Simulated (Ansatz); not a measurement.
# Ag (P6_3/mmc) under several functionals

Plane-wave DFT in Ansatz with scalar-relativistic PAW potentials. The same structure was relaxed (cell and atoms, symmetry kept) in separate runs at each level. No spin polarisation.

```tsv
level	cutoff (eV)	k mesh	V (Å³/atom)	a (Å)	c (Å)
LDA	420	18×18×10	16.049	2.829	4.630
PBE+D3(BJ)	420	18×18×10	16.935	2.881	4.713
r2SCAN	500	18×18×10	17.334	2.904	4.748
PBE	420	18×18×10	17.891	2.934	4.799
```

Q: Where does PBEsol (420 eV, k mesh 18×18×10) fall?

A: V (Å³/atom) 16.696, a (Å) 2.867, c (Å) 4.691. Its volume is between those of LDA and PBE+D3(BJ). The usual order of volumes, LDA < PBEsol < PBE, holds here (16.049, 16.696, 17.891 Å³/atom). As a rule LDA overbinds; PBEsol, built on the gradient expansion of slowly varying densities, lies between LDA and PBE; PBE's stronger gradient term for exchange weakens bonds. Adding D3 to PBE changes the volume by -5.3 %; the term is attractive, so it pulls cells in. In metals the pairwise form ignores screening by the conduction electrons, so it can pull in too far. r2SCAN lies 3.1 % under PBE in volume.

This form isn't the element's structure at ambient conditions.